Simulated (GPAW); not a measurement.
Write an ASE script for GPAW 26.7.0 that does the following.

```yaml
Task: band structure
Functional: BLYP
Potentials_or_basis: PAW data sets generated in the run's folder for this functional
Cutoff: 800 eV
Basis: pw
k_mesh: 8 × 8 × 8
Occupations: fermi-dirac, width 0.05 eV
Spin: spin-orbit coupling, no magnetisation
Eigensolver: davidson
Maxiter: 150
Band_path: GXWKGLUWLK,UX
Band_points: 60
spin_axis_theta_degrees: 90
spin_axis_phi_degrees: 0
Soc_after_scf: second variation
```

The structure of BAs lies in POSCAR:

```
BAs
1.0
    0.0000000000      2.3885000000      2.3885000000
    2.3885000000      0.0000000000      2.3885000000
    2.3885000000      2.3885000000      0.0000000000
As B
1 1
Direct
    0.7500000000      0.7500000000      0.7500000000
    0.0000000000      0.0000000000      0.0000000000
```

The input as run:

run.py

```python
import numpy as np
from ase.dft.bandgap import bandgap
from ase.io import read, write
from ase.units import GPa
from gpaw import GPAW, PW, setup_paths
from gpaw.spinorbit import soc_eigenstates

setup_paths.insert(0, '.')

atoms = read('POSCAR')

calc = GPAW(mode=PW(800),
            xc='BLYP',
            kpts={'size': (8, 8, 8), 'gamma': True},
            occupations={'name': 'fermi-dirac', 'width': 0.05},
            nbands=11,
            convergence={'density': 1e-05, 'energy': 1e-05},
            eigensolver='davidson',
            maxiter=150,
            txt='gpaw.txt')
atoms.calc = calc
energy = atoms.get_potential_energy()
forces = atoms.get_forces()
stress = atoms.get_stress()
calc.write('gs.gpw')
write('result.traj', atoms)
print(f'Energy: {energy:.6f} eV')
print('Forces (eV/A):')
print(forces.round(4))
print('Stress (GPa):', (stress / GPa).round(3))
print('Fermi level:', round(calc.get_fermi_level(), 4), 'eV')
print(f'Gap: {bandgap(calc)[0]:.4f} eV, direct: {bandgap(calc, direct=True)[0]:.4f} eV')

path = atoms.cell.bandpath('GXWKGLUWLK,UX', npoints=60, eps=1e-4)
bs_calc = calc.fixed_density(kpts=path, symmetry='off', nbands=19,
                             convergence={'bands': 'CBM+6.0', 'eigenstates': 1e-6}, txt='bands.txt')
bs = bs_calc.band_structure()
bs.write('bs.json')
print(f'Gap on the path: {bandgap(bs_calc)[0]:.4f} eV')

soc = soc_eigenstates(bs_calc, theta=90, phi=0)
np.savetxt('soc_bands.dat', soc.eigenvalues(), fmt='%.4f')
mesh = soc_eigenstates('gs.gpw', theta=90, phi=0)
np.savetxt('soc_mesh.dat', mesh.eigenvalues(), fmt='%.4f')
print('Fermi level with spin-orbit coupling:', round(mesh.fermi_level, 4), 'eV')
```

Potentials or basis: PAW data sets generated in the run's folder for this functional, pw.

Command:

```sh
$ gpaw-setup -f BLYP As B
$ OMP_NUM_THREADS=1 python run.py
```

It gave:

```
Pressure                : 8.2 GPa
Band gap on the k mesh  : 1.35 eV, indirect (least direct gap 3.17 eV)
Band gap along the path : 1.35 eV, indirect (least direct gap 3.17 eV)
```

Caveat: spin-orbit coupling was added after a scalar SCF, so levels and gaps hold it while energy, forces, pressure and moments don't; this program's spin-orbit splittings come out too wide for heavy elements.

It took 15 s on 1 thread of INTEL(R) XEON(R) PLATINUM 8581C CPU @ 2.10GHz (Emerald Rapids) (shared host), peak memory 0.23 GiB.
